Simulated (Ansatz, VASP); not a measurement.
## InSe: VASP beside Ansatz

Wanted: the spread between two codes on one cell, functional and k mesh. The cell is taken from a series of VASP runs on this material, whose earlier steps may have relaxed, scaled or displaced it; both programs get it as it stands.

Program: Ansatz 0.2.0. Level of theory: plane waves, with VASP 6.6.1 beside it; relaxation of cell and atoms at PBEsol. Results are calculated unless marked as measured.

## Step 1: The structure

Symmetry: R3m, No. 160, trigonal system. The conventional cell has a = 4.000 Å, b = 4.000 Å, c = 25.320 Å, α = 90.00°, β = 90.00°, γ = 120.00°. Nearest to In lie 3 Se at 2.63 Å and 1 In at 2.82 Å. Nearest to In lie 3 Se at 2.64 Å and 1 In at 2.82 Å. Nearest to Se lie 3 In at 2.63 Å. Nearest to Se lie 3 In at 2.64 Å. Farther neighbours and most contacts between anions are not listed.

## Step 2: Ansatz: relaxation of cell and atoms, PBEsol

Ansatz runs on its default PAW (the set named soft_2) files.

The relaxed volume is the usual yardstick between codes: its relative difference is about their pressure difference at one cell divided by the bulk modulus.

File input.yaml:

```yaml
crystal:
  lattice:
    - [2.0, 1.1547005384, 8.44]
    - [-2.0, 1.1547005384, 8.44]
    - [0.0, -2.3094010768, 8.44]
  atoms:
    - { symbol: In, position: [0.8886, 0.8886, 0.8886] }
    - { symbol: In, position: [0.0, 0.0, 0.0] }
    - { symbol: Se, position: [0.1719, 0.1719, 0.1719] }
    - { symbol: Se, position: [0.3835, 0.3835, 0.3835] }
hamiltonian:
  xc: pbesol
  pseudopotentials: { kind: paw }
kpoints:
  mp_grid: { grid: [6, 6, 6] }
scf:
  occupations: { method: gaussian, width: 0.03 }
relax:
  f_tol: 0.01
  max_steps: 60
  cell: { stress_tol: 0.05 }
output:
  forces: true
  stress: true
```

Command:

```sh
> ansatz run input.yaml --threads 4 --pin off --max-ram 9216MiB --backend cpu --events-out ev --progress --plain --runs-dir out
```

Numbers of over 12 decimals in the logs are rounded to 6 here.

The program printed:

```text
basis.fft_grid_basis auto: the FFT boxes are laid along the combinations [[1, 0, -1], [0, 1, -1], [0, 0, 1]] of the cell's own vectors, 4.000, 4.000 and 8.750 Å long. The dense box has 27×27×60 points. Along the cell's own vectors, as sized, it would have 60×60×60, 4.94 times as many. Of the 6 symmetry operations that the crystal satisfies within crystal.symmetry.tolerance (time reversal apart; of a slab, those that  [...]
Engine: ansatz 0.2.0, aarch64-unknown-linux-gnu
Pseudopotentials: kind: paw
Pseudopotential: In, paw, valence charge 13, recommended cutoff 420 eV (normal), In.paw.azcp
Pseudopotential: Se, paw, valence charge 16, recommended cutoff 420 eV (normal), Se.paw.azcp
Functional definition: PBEsol
  exchange = pbesol_x
  correlation = pbesol_c
Crystal: 4 atoms, lattice volume = 116.948 Å³
Basis set: ecut = 420 eV, 2309 PW (Γ), FFT grids on a1−a3, a2−a3, a3, exchange–correlation on 54×54×120 points (8 copies of the dense FFT grid, shifted against one another)
Bands: 35, of which v1, the nominal top of the filled ones, is band 29 counted from 1 (28 counted from 0)
Symmetry: 6 space group operations
Space group: R3m (ITA 160), of the structure as read, at distance tolerance 4.9e-5 Å
k-points: 32 of 216 (time reversal used)
Non-local potential: In, projectors of the file, l = 0: 2, l = 1: 2, l = 2: 2, l = 3: 2
Non-local potential: Se, projectors of the file, l = 0: 2, l = 1: 2, l = 2: 3, l = 3: 1
PAW form: soft (Blöchl's): semilocal exchange-correlation on the pseudo side does not see the compensation charge
PAW frozen core: In, regenerated for the run's functional, and the local potential with it (the file was generated under x = pbe(κ = 0.804, μ = 0.219515), c = pbe(β = 0.066725))
PAW frozen core: Se, regenerated for the run's functional, and the local potential with it (the file was generated under x = pbe(κ = 0.804, μ = 0.219515), c = pbe(β = 0.066725))
PAW one-centre angular grid: In, 590 points (default); XC on 64 Gauss nodes
PAW one-centre angular grid: Se, 590 points (default); XC on 64 Gauss nodes
Initial density: superposition of atomic densities (neutral atoms: chi_scale 0, normalization atom), corrected by the library's trained network
Initial wavefunctions: pseudopotential atomic-orbital guess
Functional: x = pbesol(κ = 0.804, μ = 0.123457), c = pbesol(β = 0.046)
SCF iter   1: F=—  HF=-21901.159361 eV  |F-HF|=—  |Δ(HF+E_count)|=         —  Δρ=4.17e-3  dr2=4.55e-2  ethr=1.77e-3  ⟨swp⟩=6.8  Hψ=4795  notcnv=0
preconditioner: auto → Resta (q_TF=auto, 2.427 Å⁻¹)  ε∞=3.3  [insulator: Δε(μ)=0.330 eV  Ē_g=13.870 eV  σ=0.030 eV  W_gap=1.00  n_scr=30 (ndim 8)  ℏωp=21.2 eV  f_vac=0.086  D(μ)=0.00/eV (n_scr^D=0)  ε∞_Penn≈3.3]
SCF iter   2: F=—  HF=-21901.148091 eV  |F-HF|=—  |Δ(HF+E_count)|=   1.13e-2  Δρ=1.48e-3  dr2=2.70e-3  ethr=7.85e-5  ⟨swp⟩=2.8  Hψ=1596  notcnv=0  defer=38
SCF iter   3: F=—  HF=-21901.147738 eV  |F-HF|=—  |Δ(HF+E_count)|=   3.53e-4  Δρ=6.34e-4  dr2=5.72e-4  ethr=4.65e-6  ⟨swp⟩=2.0  Hψ=1594  notcnv=0  defer=38
SCF iter   4: F=—  HF=-21901.147808 eV  |F-HF|=—  |Δ(HF+E_count)|=   7.07e-5  Δρ=1.88e-4  dr2=5.26e-5  ethr=9.87e-7  ⟨swp⟩=2.0  Hψ=1304  notcnv=0  defer=38
SCF iter   5: F=—  HF=-21901.147841 eV  |F-HF|=—  |Δ(HF+E_count)|=   3.31e-5  Δρ=4.03e-5  dr2=2.17e-6  ethr=9.07e-8  ⟨swp⟩=2.0  Hψ=1366  notcnv=0  defer=38
SCF iter   6: F=—  HF=-21901.147844 eV  |F-HF|=—  |Δ(HF+E_count)|=   2.85e-6  Δρ=8.85e-6  dr2=1.21e-7  ethr=3.74e-9  ⟨swp⟩=2.0  Hψ=1646  notcnv=0  defer=38
SCF iter   7: F=-21901.147844 eV  HF=-21901.147844 eV  |F-HF|=6.74e-9  |Δ(HF+E_count)|=   1.51e-7  Δρ=2.92e-6  dr2=1.16e-8  ethr=1.72e-10  ⟨swp⟩=4.0  Hψ=3719  notcnv=0
SCF 1 converged in 7 iterations: F = -21901.147844 eV  dr2 = 1.16e-8
  greatest PAW one-centre occupation: 1.000 electrons in one spin orbital (limit 2), on the Se atom at site 2 (counted from 0), in its partial waves of l = 2
relax step   1: F+E_penalty+E_count = -21901.14784437 eV  Δ(F+E_penalty+E_count) = +0.000e0 eV  max|allowed force component| = 2.984e-1 eV/Å  Δτ_max = 0.0000 Å  P = +0.186 GPa  Ω = 116.948 Å³  (7 SCF iters, dr2 threshold 1.00e-7 eV, accepted)
[...]
relax step   2: F+E_penalty+E_count = -21901.10115889 eV  Δ(F+E_penalty+E_count) = +4.669e-2 eV  max|allowed force component| = 9.137e-1 eV/Å  Δτ_max = 0.0877 Å  P = +0.584 GPa  Ω = 117.717 Å³  energy of the carried Pulay correction = -1.337e-4 eV  (7 SCF iters, dr2 threshold 4.00e-7 eV, rejected (line search))
[...]
relax step   3: F+E_penalty+E_count = -21901.15388293 eV  Δ(F+E_penalty+E_count) = -6.039e-3 eV  max|allowed force component| = 3.414e-2 eV/Å  Δτ_max = 0.0166 Å  P = -0.070 GPa  Ω = 117.360 Å³  energy of the carried Pulay correction = -7.173e-5 eV  (10 SCF iters, accepted)
[...]
relax step   4: F+E_penalty+E_count = -21901.15376159 eV  Δ(F+E_penalty+E_count) = +1.213e-4 eV  max|allowed force component| = 2.349e-2 eV/Å  Δτ_max = 0.0044 Å  P = -0.043 GPa  Ω = 117.502 Å³  energy of the carried Pulay correction = -9.649e-5 eV  (5 SCF iters, dr2 threshold 1.17e-7 eV, rejected (line search))
[...]
relax step   5: F+E_penalty+E_count = -21901.15413794 eV  Δ(F+E_penalty+E_count) = -2.550e-4 eV  max|allowed force component| = 2.549e-3 eV/Å  Δτ_max = 0.0025 Å  P = -0.008 GPa  Ω = 117.278 Å³  energy of the carried Pulay correction = -5.750e-5 eV  (8 SCF iters, accepted)
[...]
relax step   6: F+E_penalty+E_count = -21901.15420257 eV  Δ(F+E_penalty+E_count) = -6.463e-5 eV  max|allowed force component| = 2.568e-3 eV/Å  Δτ_max = 0.0000 Å  P = -0.009 GPa  Ω = 117.278 Å³  stress off target by 1.05e-2 GPa  SCF on the basis re-selected at this cell (its energy is not comparable with the rows above)  (5 SCF iters)
basis re-selected at this cell: Δ(F+E_penalty+E_count) = -6.463e-5 eV, ΔP = -0.000 GPa vs the last step (what re-selecting the basis moved, of the pressure what is left beyond the Pulay correction that the steps carried, after the strain that the cell walked since its last selection, with what the two solves' SCF thresholds leave and, on support functions, any second-order correction that the steps lacked; it is no m [...]
SCF converged after 5 iterations
Free energy (F): -21901.154203 eV
Harris-Foulkes:  -21901.154203 eV  (|F-HF|=2.18e-11)
Internal energy: -21901.154203 eV  (E = F + TS)
E sigma→0 (E₀):  -21901.154203 eV
Fermi energy:    7.276586 eV
--- Per-component energies (eV) ---
  E_band       = -922.816884
  E_kinetic    = 723.107833
  E_local      = -7921.768448  (includes V_loc(G=0)·N_el)
  E_nonlocal   = -448.446085
  E_hartree    = 3644.897050
  E_xc         = -632.895839
  E_vxc        = -394.989205  (∫ρ·V_xc dr)
  E_paw        = -11904.097124  (= ΣΔE_a)
  E_vpaw       = -170.513996  (= ΣTr[D̂ρ^β])
  E_aug_tail   = -0.001160  (compensation charges beyond the density's cutoff)
  E_ewald      = -5364.439136
  E_core_change = 2.488706  (= ΣΔE_core)
  E_smearing   = -0.000000  (= −TS)
  E_closure    = -0.000000  (closes the sum)
  Σ components = -21901.154203   (vs F -21901.154203, Δ=0.00e0)
--- Forces (eV/Å), atoms counted from 1 ---
  atom   1  In     0.00000000     0.00000000    -0.00081906
  atom   2  In     0.00000000     0.00000000     0.00050655
  atom   3  Se    -0.00000000     0.00000000     0.00256801
  atom   4  Se    -0.00000000     0.00000000    -0.00225522
  max |Σ_I F_I| component: 2.75e-7 eV/Å
--- Stress (GPa, compression-positive) ---
       -0.010485       0.000000       0.000000
        0.000000      -0.010485      -0.000000
        0.000000      -0.000000      -0.004982
  P = ⅓ Tr σ = -0.0087 GPa (-0.087 kbar)
--- Relaxed structure (5 steps of the walk, 3 accepted, 1 SCFs on fresh bases) ---
  F+E_penalty+E_count = -21901.15420257 eV   max|allowed force component| = 2.568e-3 eV/Å   (the final SCF, on the basis selected at the relaxed cell)
  cell:  # Å, volume = 117.2778 Å³
    - [2.005978, 1.158152, 8.413432]
    - [-2.005978, 1.158152, 8.413432]
    - [0, -2.316303, 8.413432]
  atoms:
    - { symbol: In, position: [0.889321, 0.889321, 0.889321] }
    - { symbol: In, position: [-0.000660585, -0.000660585, -0.000660585] }
    - { symbol: Se, position: [0.172141, 0.172141, 0.172141] }
    - { symbol: Se, position: [0.383199, 0.383199, 0.383199] }
```

The job ended after 30 s (4 threads of Arm Neoverse N1, shared host; peak memory 0.43 GiB; 1.9 min of CPU time).

## Step 3: VASP: relaxation of cell and atoms, PBEsol

The same cell, functional, mesh and smearing now go to VASP, with its own data sets and cutoff.

Lines of VASP's logs that name or quote its potential files are left out, and so is its time.

File INCAR:

```
SYSTEM = InSe
PREC = Accurate
ENCUT = 450
EDIFF = 1E-07
NELM = 100
ISMEAR = 0
SIGMA = 0.03
LREAL = .FALSE.
ALGO = Normal
GGA = PS
NBANDS = 25
LORBIT = 11
LWAVE = .FALSE.
LCHARG = .FALSE.
KPAR = 4
IBRION = 2
NSW = 50
ISIF = 3
EDIFFG = -0.002
```

File POSCAR:

```
InSe
1.0
    2.0000000000      1.1547005384      8.4400000000
   -2.0000000000      1.1547005384      8.4400000000
    0.0000000000     -2.3094010768      8.4400000000
In Se
2 2
Direct
    0.8886000000      0.8886000000      0.8886000000
    0.0000000000      0.0000000000      0.0000000000
    0.1719000000      0.1719000000      0.1719000000
    0.3835000000      0.3835000000      0.3835000000
```

File KPOINTS:

```
Automatic mesh
0
Gamma
6 6 6
0 0 0
```

The projector-augmented-wave data sets are In_d and Se (PBE family, release 64).

Command:

```sh
> mpirun -np 4 vasp_std
```

The program printed:

```text
[banner, memory and clock lines left out]
running    4 mpi-ranks, on    1 nodes
 distrk:  each k-point on    1 cores,    4 groups
 distr:  one band on    1 cores,    1 groups

 POSCAR found type information on POSCAR InSe
 POSCAR found :  2 types and       4 ions
|                                                                             |
|               ----> ADVICE to this user running VASP <----                  |
|                                                                             |
|     You enforced a specific xc type in the INCAR file but a different       |
|     [... a line on the potential file left out ...]
|     I HOPE YOU KNOW WHAT YOU ARE DOING!                                     |
|                                                                             |

 LDA part: xc-table for (Slater+PW92), standard interpolation
 POSCAR, INCAR and KPOINTS ok, starting setup
 FFT: planning ... GRIDC
 FFT: planning ... GRID_SOFT
 FFT: planning ... GRID
 WAVECAR not read
 entering main loop
       N       E                     dE             d eps       ncg     rms          rms(c)
DAV:   1     0.316889315842E+03    0.31689E+03   -0.16078E+04  1600   0.150E+03
DAV:   2     0.195883755415E+02   -0.29730E+03   -0.29067E+03  1651   0.377E+02
DAV:   3    -0.146478404428E+02   -0.34236E+02   -0.33692E+02  2080   0.143E+02
DAV:   4    -0.159881825186E+02   -0.13403E+01   -0.13379E+01  1835   0.308E+01
DAV:   5    -0.160492327559E+02   -0.61050E-01   -0.61044E-01  2590   0.597E+00    0.652E+00
DAV:   6    -0.156167565120E+02    0.43248E+00   -0.93571E-01  2169   0.168E+01    0.393E+00
DAV:   7    -0.155853846908E+02    0.31372E-01   -0.34393E-01  2251   0.475E+00    0.111E+00
DAV:   8    -0.155818674672E+02    0.35172E-02   -0.31840E-02  2442   0.206E+00    0.556E-01
DAV:   9    -0.155819723365E+02   -0.10487E-03   -0.47016E-03  1897   0.495E-01    0.137E-01
DAV:  10    -0.155819953962E+02   -0.23060E-04   -0.32021E-04  2294   0.138E-01    0.701E-02
DAV:  11    -0.155820551165E+02   -0.59720E-04   -0.12180E-04  1932   0.108E-01    0.193E-02
DAV:  12    -0.155820510868E+02    0.40297E-05   -0.14906E-05  2551   0.488E-02    0.128E-02
DAV:  13    -0.155820532509E+02   -0.21641E-05   -0.39718E-06  1974   0.121E-02    0.614E-03
DAV:  14    -0.155820535973E+02   -0.34638E-06   -0.10177E-06  1801   0.127E-02    0.149E-03
DAV:  15    -0.155820536397E+02   -0.42456E-07   -0.74486E-08  1311   0.232E-03
   1 F= -.15582054E+02 E0= -.15582054E+02  d E =-.155821E+02
[... from here on, the cycles between the ionic steps are left out ...]
   2 F= -.15587905E+02 E0= -.15587905E+02  d E =-.585119E-02
   3 F= -.15588408E+02 E0= -.15588408E+02  d E =-.635453E-02
  11 F= -.15589011E+02 E0= -.15589011E+02  d E =-.235604E-04
  12 F= -.15589000E+02 E0= -.15589000E+02  d E =-.124594E-04
  13 F= -.15589012E+02 E0= -.15589012E+02  d E =-.247966E-04
  14 F= -.15589017E+02 E0= -.15589017E+02  d E =-.468175E-05
  15 F= -.15589028E+02 E0= -.15589028E+02  d E =-.156681E-04
  16 F= -.15589036E+02 E0= -.15589036E+02  d E =-.239995E-04
  17 F= -.15589045E+02 E0= -.15589045E+02  d E =-.855436E-05
  18 F= -.15589050E+02 E0= -.15589050E+02  d E =-.138794E-04
  19 F= -.15589050E+02 E0= -.15589050E+02  d E =-.139417E-04
  20 F= -.15589049E+02 E0= -.15589049E+02  d E =-.128899E-04
  21 F= -.15589050E+02 E0= -.15589050E+02  d E =-.139983E-04
 curvature:  -0.15 expect dE=-0.187E-06 dE for cont linesearch -0.139E-10
 trial: gam= 0.02311 g(F)=  0.385E-06 g(S)=  0.863E-06 ort = 0.995E-07 (trialstep = 0.827E+00)
 search vector abs. value=  0.131E-05
 bond charge predicted
       N       E                     dE             d eps       ncg     rms          rms(c)
DAV:   1    -0.155890542655E+02   -0.37445E-05   -0.12823E-04  2129   0.118E-01    0.108E-02
DAV:   2    -0.155890518080E+02    0.24575E-05   -0.73500E-06  2299   0.380E-02    0.487E-03
DAV:   3    -0.155890511866E+02    0.62144E-06   -0.15152E-06  2203   0.169E-02    0.201E-03
DAV:   4    -0.155890512576E+02   -0.71069E-07   -0.15178E-07  1045   0.430E-03
  22 F= -.15589051E+02 E0= -.15589051E+02  d E =-.779726E-06
 ZBRENT: can't locate minimum, use default step
 trial-energy change:   -0.000001  1 .order   -0.000001   -0.000001   -0.000001
 step:   3.3060(harm=  3.5299)  dis= 0.00030  next Energy=   -15.589053 (dE=-0.221E-05)
 reached required accuracy - stopping structural energy minimisation
```

[end of part 1 of 2]

[Lines on the potential files, build, host, timing and source positions are cut from VASP's logs without a mark.]

[Logs are printed without paths, hosts, clocks, repeated set-up lines and the standing remarks that a program may print on its own settings, such as how far it seeks lower states.]

[Hosts, paths, dates, database ids (printed as entryN), source tags and the programs' standing remarks are cut or masked in the printed files.]
